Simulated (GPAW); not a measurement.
# SiC (Moissanite) (P6_3mc) in GPAW: notebook

The runs below take SiC (Moissanite) through band structure, with PBE, r2SCAN.

Everything below comes from runs of GPAW 26.7.0. Logs are shortened: lines on timing, memory, paths and dates and some standing lists are left out, and cuts for length are marked. The log counts tension as positive stress, the text compression.

### 1 Starting point

It takes space group P6_3mc (No. 186, hexagonal). Conventional cell: a = 3.076 Å, b = 3.076 Å, c = 5.048 Å, α = 90.00°, β = 90.00°, γ = 120.00°. Si (site symmetry 3m) is surrounded by 4 C at 1.87 to 1.94 Å. C (site symmetry 3m) is surrounded by 4 Si at 1.87 to 1.94 Å.

### 2 Band structure, PBE

Input file run.py:

```python
from ase import Atoms
from ase.dft.bandgap import bandgap
from ase.io import write
from ase.units import GPa
from gpaw import GPAW, PW

atoms = Atoms(['Si', 'Si', 'C', 'C'],
              cell=[[3.076, 0.0, 0.0],
                    [-1.538, 2.663894142, 0.0],
                    [0.0, 0.0, 5.048]],
              scaled_positions=[[0.6666666667, 0.3333333333, 0.5],
                                [0.3333333333, 0.6666666667, 0.0],
                                [0.6666666667, 0.3333333333, 0.885],
                                [0.3333333333, 0.6666666667, 0.385]],
              pbc=True)

calc = GPAW(mode=PW(800),
            xc='PBE',
            kpts={'size': (7, 7, 4), 'gamma': True},
            occupations={'name': 'fermi-dirac', 'width': 0.05},
            nbands=18,
            convergence={'density': 1e-05, 'energy': 1e-05},
            maxiter=150,
            txt='gpaw.txt')
atoms.calc = calc
energy = atoms.get_potential_energy()
forces = atoms.get_forces()
stress = atoms.get_stress()
calc.write('gs.gpw')
write('result.traj', atoms)
print(f'Energy: {energy:.6f} eV')
print('Forces (eV/A):')
print(forces.round(4))
print('Stress (GPa):', (stress / GPa).round(3))
print('Fermi level:', round(calc.get_fermi_level(), 4), 'eV')
print(f'Gap: {bandgap(calc)[0]:.4f} eV, direct: {bandgap(calc, direct=True)[0]:.4f} eV')

path = atoms.cell.bandpath('GMKGALHA,LM,KH', npoints=100, eps=1e-4)
bs_calc = calc.fixed_density(kpts=path, symmetry='off', nbands=29,
                             convergence={'bands': 'CBM+6.0', 'eigenstates': 1e-6}, txt='bands.txt')
bs = bs_calc.band_structure()
bs.write('bs.json')
print(f'Gap on the path: {bandgap(bs_calc)[0]:.4f} eV')
```

Potentials or basis: GPAW PAW data sets (gpaw-data 1.2.1), pw.

Started as:

```bash
> OMP_NUM_THREADS=1 python run.py
```

gpaw.txt:

```text
__  _  _
 | _ |_)|_||  |
 |__||  | ||/\| - 26.7.0

Input parameters:
  mode=PW(ecut=800.0),
  convergence={'density': 1e-05, 'energy': 1e-05},
  kpts=MonkhorstPack(size=(7, 7, 4), gamma=True),
  maxiter=150,
  nbands=18,
  occupations=Occupations(name='fermi-dirac', width=0.05),
  xc=XC(name='PBE')

Diagonalizing LCAO Hamiltonian
Converting LCAO to pw mode

           C

           Si
        C

        Si

Atoms  # Å, Bohr magnetons
|   | symbol |         x |        y |        z |    initial magnetic moments |
|---|--------|-----------|----------|----------|-----------------------------|
| 0 |     Si |  1.538000 | 0.887965 | 2.524000 | ( 0.0000,  0.0000,  0.0000) |
| 1 |     Si | -0.000000 | 1.775929 | 0.000000 | ( 0.0000,  0.0000,  0.0000) |
| 2 |      C |  1.538000 | 0.887965 | 4.467480 | ( 0.0000,  0.0000,  0.0000) |
| 3 |      C | -0.000000 | 1.775929 | 1.943480 | ( 0.0000,  0.0000,  0.0000) |

Unit cell  # Å
| periodic |         x |        y |        z |  lengths |     angles |
|----------|-----------|----------|----------|----------|------------|
|      yes |  3.076000 | 0.000000 | 0.000000 | 3.076000 |  90.000000 |
|      yes | -1.538000 | 2.663894 | 0.000000 | 3.076000 |  90.000000 |
|      yes |  0.000000 | 0.000000 | 5.048000 | 5.048000 | 120.000000 |

Number of symmetries: 6
Symmetry operations  # r_c * U_cc + t_c -> r_c
|   | kind |            matrix            |
|---|------|------------------------------|
| 0 |  σ   |  1, 1, 0,  0,-1, 0,  0, 0, 1 |
| 1 |  E   |  1, 0, 0,  0, 1, 0,  0, 0, 1 |
| 2 |  C3  |  0, 1, 0, -1,-1, 0,  0, 0, 1 |
| 3 |  σ   |  0,-1, 0, -1, 0, 0,  0, 0, 1 |
| 4 |  σ   | -1, 0, 0,  1, 1, 0,  0, 0, 1 |
| 5 |  C3  | -1,-1, 0,  1, 0, 0,  0, 0, 1 |

BZ-sampling:
  Number of BZ points: 196
  Number of IBZ points: 28

  Monkhorst-Pack size: [7, 7, 4]
  Monkhorst-Pack shift: [0.0, 0.0, 0.125]

K-points  # in reciprocal-cell coordinates
|     |                                coordinates |     weight |
|-----|--------------------------------------------|------------|
|   0 | (  0.00000000,   0.00000000,   0.00000000) | 0.00510204 |
|   1 | (  0.00000000,   0.00000000,   0.25000000) | 0.01020408 |
|   2 | (  0.00000000,   0.00000000,   0.50000000) | 0.00510204 |
|   3 | (  0.14285714,   0.00000000,  -0.25000000) | 0.03061224 |
|   4 | (  0.14285714,   0.00000000,   0.00000000) | 0.03061224 |
|   5 | (  0.14285714,   0.00000000,   0.25000000) | 0.03061224 |
|   6 | (  0.14285714,   0.00000000,   0.50000000) | 0.03061224 |
|   7 | (  0.28571429,  -0.14285714,   0.00000000) | 0.03061224 |
|   8 | (  0.28571429,  -0.14285714,   0.25000000) | 0.06122449 |
|   9 | (  0.28571429,  -0.14285714,   0.50000000) | 0.03061224 |
| ... |                                            |            |
|  27 | (  0.42857143,   0.42857143,   0.50000000) | 0.03061224 |

Plane wave coefficients: 2140
Cutoff: 800.0 eV

Spin-components: 1 (collinear spins)
Bands:           18
Projectors:      20
Spin-degeneracy: 2
Datatype:        complex128

Parallelization:
  kpt:    1
  domain: 1
  band:   1

Density:
  Valence electrons: 16.0
  Components: 1
  Grid points: [21 21 35]
  Charge: 0.0  # |e|

Potential:
  Grid points: [21 21 35]

species:
  Si:
    name:    Silicon
    Z:       14.0
    valence: 4
    core:    10
    charge:  0.0  # [|e|]
    compensation charges:
      type: gauss
      rc: 0.33  # [Å]
      lmax: 2
    cutoffs:
      filter: 1.86  # [Å]
      core: 2.06  # [Å]
    projectors
    | kind |    occ | energy [eV] | rcut [Å] |
    |------|--------|-------------|----------|
    |   3s |  2.000 |     -10.812 |    1.058 |
    |   3p |  2.000 |      -4.081 |    1.058 |
    |    s |        |      16.399 |    1.058 |
    |    p |        |      23.130 |    1.058 |
    |    d |        |       0.000 |    1.058 |

    Using partial waves for Si as LCAO basis

  C:
    name:    Carbon
    Z:       6.0
    valence: 4
    core:    2
    charge:  0.0  # [|e|]
    compensation charges:
      type: gauss
      rc: 0.20  # [Å]
      lmax: 2
    cutoffs:
      filter: 1.14  # [Å]
      core: 1.14  # [Å]
    projectors
    | kind |    occ | energy [eV] | rcut [Å] |
    |------|--------|-------------|----------|
    |   2s |  2.000 |     -13.751 |    0.635 |
    |   2p |  2.000 |      -5.284 |    0.635 |
    |    s |        |      13.461 |    0.635 |
    |    p |        |      21.927 |    0.635 |
    |    d |        |       0.000 |    0.635 |

    Using partial waves for C as LCAO basis

Reference energy: -17827.944731  # eV

eigensolver:
  PPCG
  Converge bands: occupied
  niter=2

density mixing:
  MSR1-Mixer
  Pratt-step length: 0.05
  Maximum mixing coefficient: 0.75
  Old densities: 10
  SVD Regularization: 0.005
  Good broyden scale: 1.0
  Trust region scale: 1.0
  Backstep threshold: 4.0
  History deletion threshold: 6.0
  Fourier metric: weight=20.0, sigma=0.015

occupation numbers:
  Fermi-Dirac:
    width: 0.0500  # eV

poisson solver:
  ecut: 6400.0  # eV

xc functional:
  name: PBE with 2 nearest neighbor stencil

convergence criteria:
- Maximum integral of absolute [dens]ity change: 1e-05 electrons / valence electron
- Maximum [total energy] change in last 3 cyles: 1e-05 eV / valence electron
- Maximum integral of absolute [eigenst]ate change: 4e-08 eV^2 / valence electron
maximum number of iterations: 150

SCF iterations
|iter     | |      energy | eigst |  dens |
|---------|-|-------------|-------|-------|
|iter:   1| |  -33.177098 | -0.13 |       |
|iter:   2| |  -32.422275 | -2.16 | -0.56 |
|iter:   3| |  -29.889807 | -0.71 | -0.61 |
|iter:   4| |  -29.900278 | -2.76 | -1.31 |
|iter:   5| |  -29.906705 | -3.38 | -1.69 |
|iter:   6| |  -29.906837 | -5.23 | -2.67 |
|iter:   7| |  -29.906846c| -6.52 | -3.29 |
|iter:   8| |  -29.906846c| -8.00c| -4.13 |
|iter:   9| |  -29.906846c| -7.72c| -4.58 |
|iter:  10| |  -29.906846c| -8.58c| -5.25c|

Converged in 10 steps
Energy contributions relative to reference atoms: (reference = -17827.944731)

Energy contributions:
  Kinetic:          32.621224
  Coulomb:         -27.340880
  Zero:             -0.028885
  External:          0.000000
  Xc:              -35.158304
  Entropy:          -0.000000
  Spinorbit:         0.000000
  ----------------------------
  Free energy:     -29.906846
  Extrapolated:    -29.906846

dipole moment: (-0.000000, -0.000003, -8.942348)  # |e|*Ang

Fermi level: 10.076
Eigenvalues  # (at kpt = [0.000, 0.000, 0.000])
| band index |      eig [eV] | occ [0-2] |
|------------|---------------|-----------|
|          0 |        -7.183 |     2.000 |
|          1 |        -3.678 |     2.000 |
|          2 |        -0.151 |     2.000 |
|          3 |         6.993 |     2.000 |
|          4 |         6.993 |     2.000 |
|          5 |         8.278 |     2.000 |
[... 8 lines left out ...]
|         14 |        17.245 |     0.000 |
|         15 |        19.919 |     0.000 |
|        ... |               |           |
|         17 |        19.926 |     0.000 |

Gap: 2.626 eV
Transition (v -> c):
  (s=0, k=0, n=7, [0.00, 0.00, 0.00]) -> (s=0, k=22, n=8, [0.43, 0.29, 0.00])
Direct/indirect transitions are different
Direct gap: 4.129 eV
Transition at: (s=0, k=19, n=7, [0.43, 0.00, 0.00])

Forces  # eV/Ang
|        x |        y |        z |
|----------|----------|----------|
|  0.00000 | -0.00000 |  0.76626 |  # Si   0
| -0.00000 |  0.00000 |  0.76625 |  # Si   1
|  0.00000 |  0.00000 | -0.76622 |  # C    2
|  0.00000 |  0.00000 | -0.76615 |  # C    3

Stress tensor  # eV/Ang^3
|         x |         y |         z |
|-----------|-----------|-----------|
| -0.041763 |  0.000000 |  0.000000 |
|  0.000000 | -0.041763 | -0.000000 |
|  0.000000 | -0.000000 | -0.009558 |

# Writing to gs.gpw (mode='')
```

Wall time 61 s (1 thread of Arm Neoverse V2, shared host); peak memory 0.35 GiB.

What came out:

```
Free energy             : -29.9068 eV
Pressure                : 5.0 GPa
Largest force           : 0.766 eV/Å
Band gap along the path : 2.31 eV, indirect (least direct gap 4.07 eV)
```

Forces on the atoms (eV/Å):
```
Si   0.000  0.000  0.766
Si   0.000  0.000  0.766
C    0.000  0.000 -0.766
C    0.000  0.000 -0.766
```

Stress tensor (GPa, compression positive):
```
6.69 0.00 0.00
0.00 6.69 0.00
0.00 0.00 1.53
```

Levels at the corners of the path, in eV from the valence-band top:
| point | band 5 | band 6 | band 7 | band 8 | band 9 | band 10 | band 11 | band 12 |
| --- | --- | --- | --- | --- | --- | --- | --- | --- |
| Γ | -1.56 | -0.28 | -0.28 | 0.00 | 4.62 | 6.04 | 6.49 | 6.49 |
| M | -5.44 | -3.55 | -3.27 | -1.49 | 2.58 | 4.19 | 6.75 | 7.19 |
| K | -6.51 | -4.13 | -4.04 | -4.04 | 2.31 | 7.97 | 8.64 | 8.64 |
| Γ | -1.56 | -0.28 | -0.28 | 0.00 | 4.62 | 6.04 | 6.49 | 6.49 |
| A | -0.97 | -0.97 | -0.97 | -0.97 | 5.71 | 5.71 | 7.16 | 7.16 |
| L | -2.69 | -2.69 | -2.34 | -2.34 | 3.16 | 3.16 | 4.99 | 4.99 |
| H | -5.87 | -5.87 | -1.75 | -1.75 | 4.81 | 4.81 | 5.97 | 5.97 |
| A | -0.97 | -0.97 | -0.97 | -0.97 | 5.71 | 5.71 | 7.16 | 7.16 |
| L | -2.69 | -2.69 | -2.34 | -2.34 | 3.16 | 3.16 | 4.99 | 4.99 |
| M | -5.44 | -3.55 | -3.27 | -1.49 | 2.58 | 4.19 | 6.75 | 7.19 |
| K | -6.51 | -4.13 | -4.04 | -4.04 | 2.31 | 7.97 | 8.64 | 8.64 |
| H | -5.87 | -5.87 | -1.75 | -1.75 | 4.81 | 4.81 | 5.97 | 5.97 |

### 3 Band structure, r2SCAN

Input file run.py:

```python
from ase.dft.bandgap import bandgap
from ase.io import read, write
from ase.units import GPa
from gpaw import GPAW, PW

atoms = read('POSCAR')

calc = GPAW(mode=PW(800),
            xc='MGGA_X_R2SCAN+MGGA_C_R2SCAN',
            kpts={'size': (7, 7, 4), 'gamma': True},
            occupations={'name': 'fermi-dirac', 'width': 0.05},
            nbands=18,
            convergence={'density': 1e-05, 'energy': 1e-05},
            maxiter=150,
            txt='gpaw.txt')
atoms.calc = calc
energy = atoms.get_potential_energy()
forces = atoms.get_forces()
stress = atoms.get_stress()
calc.write('gs.gpw')
write('result.traj', atoms)
print(f'Energy: {energy:.6f} eV')
print('Forces (eV/A):')
print(forces.round(4))
print('Stress (GPa):', (stress / GPa).round(3))
print('Fermi level:', round(calc.get_fermi_level(), 4), 'eV')
print(f'Gap: {bandgap(calc)[0]:.4f} eV, direct: {bandgap(calc, direct=True)[0]:.4f} eV')

path = atoms.cell.bandpath('GMKGALHA,LM,KH', npoints=80, eps=1e-4)
bs_calc = calc.fixed_density(kpts=path, symmetry='off', nbands=29,
                             convergence={'bands': 'CBM+6.0', 'eigenstates': 1e-6}, txt='bands.txt')
bs = bs_calc.band_structure()
bs.write('bs.json')
print(f'Gap on the path: {bandgap(bs_calc)[0]:.4f} eV')
```

Input file POSCAR:

```
SiC
1.0
    3.0760000000      0.0000000000      0.0000000000
   -1.5380000000      2.6638941420      0.0000000000
    0.0000000000      0.0000000000      5.0480000000
Si C
2 2
Direct
    0.6666666667      0.3333333333      0.5000000000
    0.3333333333      0.6666666667      0.0000000000
    0.6666666667      0.3333333333      0.8850000000
    0.3333333333      0.6666666667      0.3850000000
```

Potentials or basis: GPAW PAW data sets (gpaw-data 1.2.1), pw.

Started as:

```bash
> OMP_NUM_THREADS=1 python run.py
```

It took 2.6 min on 1 thread of Arm Neoverse V2, shared host; peak memory 0.36 GiB.

The run converged. Its results:

* Free energy: -38.2221 eV
* Pressure: 1.3 GPa
* Largest force: 0.771 eV/Å
* Band gap along the path: 2.71 eV, indirect (least direct gap 4.61 eV)

Forces in eV/Å, atoms in the order of the input:
```
Si   0.000  0.000  0.771
Si   0.000  0.000  0.771
C    0.000  0.000 -0.771
C    0.000  0.000 -0.771
```

Stress tensor (GPa, compression positive):
```
 2.79  0.00  0.00
 0.00  2.79  0.00
 0.00  0.00 -1.54
```

Levels at the corners of the path, in eV from the valence-band top:
```tsv
point	band 6	band 7	band 8	band 9	band 10	band 11
Γ	-0.30	-0.30	0.00	5.22	6.62	7.02
M	-3.73	-3.34	-1.57	3.04	4.64	7.34
K	-4.30	-4.18	-4.18	2.71	8.62	9.37
Γ	-0.30	-0.30	0.00	5.22	6.62	7.02
A	-1.03	-1.03	-1.03	6.34	6.34	7.71
L	-2.83	-2.46	-2.46	3.61	3.61	5.52
H	-6.07	-1.84	-1.84	5.34	5.34	6.52
A	-1.03	-1.03	-1.03	6.34	6.34	7.71
L	-2.83	-2.46	-2.46	3.61	3.61	5.52
M	-3.73	-3.34	-1.57	3.04	4.64	7.34
K	-4.30	-4.18	-4.18	2.71	8.62	9.37
H	-6.07	-1.84	-1.84	5.34	5.34	6.52
```

Caveat: the PAW data sets were made with another functional, which shifts forces and pressure a little.
